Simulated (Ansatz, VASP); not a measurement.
## TaN: VASP beside Ansatz

The input INCAR:

```
SYSTEM = TaN
PREC = Accurate
ENCUT = 520
EDIFF = 1E-6
ISMEAR = 0
SIGMA = 0.15
LREAL = .False.
LASPH = .True.
NELM = 60
ALGO = Normal
ISIF = 2
LWAVE = .False.
LCHARG = .False.
GGA = PS
NBANDS = 15
```

The input KPOINTS:

```
Automatic mesh
0
Gamma
  18 18 18
  0 0 0
```

The input POSCAR:

```
TaN
1.0
    0.0000000000      2.2334750000      2.0700500000
    2.2334750000      0.0000000000      2.0700500000
    2.2334750000      2.2334750000      0.0000000000
Ta N
1 1
Direct
    0.5000000000      0.5000000000      0.5000000000
    0.0000000000      0.0000000000      0.0000000000
```

Input for Ansatz:

```yaml
crystal:
  lattice:
    - [0.0, 2.233475, 2.07005]
    - [2.233475, 0.0, 2.07005]
    - [2.233475, 2.233475, 0.0]
  atoms:
    - { symbol: Ta, position: [0.5, 0.5, 0.5] }
    - { symbol: "N", position: [0.0, 0.0, 0.0] }
basis:
  ecutwfc: 420
kpoints:
  mp_grid: { grid: [18, 18, 18] }
hamiltonian:
  xc: pbesol
scf:
  occupations: { method: gaussian, width: 0.15 }
output:
  forces: true
  stress: true
  eigenvalues: true
  write_density: true
  write_potential: true
  elf: true
  volumetric_format: npy
```

Change from the starting cell: strain +0.025 along x and y, -0.050 along z, atoms carried along.

Alike in both runs: task single point; functional PBEsol; k mesh 18 × 18 × 18; occupations gaussian, width 0.15 eV; no spin polarisation.

|  | VASP | Ansatz |
| --- | --- | --- |
| version | VASP 6.6.1 | Ansatz 0.2.0 |
| potentials or method | VASP PAW PBE potentials, release 64 (Ta_pv, N) | scalar-relativistic, plane waves, PAW |
| plane-wave cutoff (eV) | 520 | 420 |
| valence electrons in the cell | 16 | 18 |

Ansatz gave:

```
gap on the k mesh at the Fermi level (eV)       : none
pressure (GPa)                                  : 10.6
largest component of the traceless stress (GPa) : 38.18
```

Question: Which values does VASP return?

Answer: gap on the k mesh at the Fermi level (eV): none; pressure (GPa): 11.8; largest component of the traceless stress (GPa): 38.55.

A gap of «none» marks a metal or a gap that the smearing closes. The two sets of potentials don't hold the same shells in valence.

Caveats: the PAW data sets were made with another functional, which shifts forces and pressure a little (VASP). Spin-orbit coupling is left out, which matters for the levels of Ta.
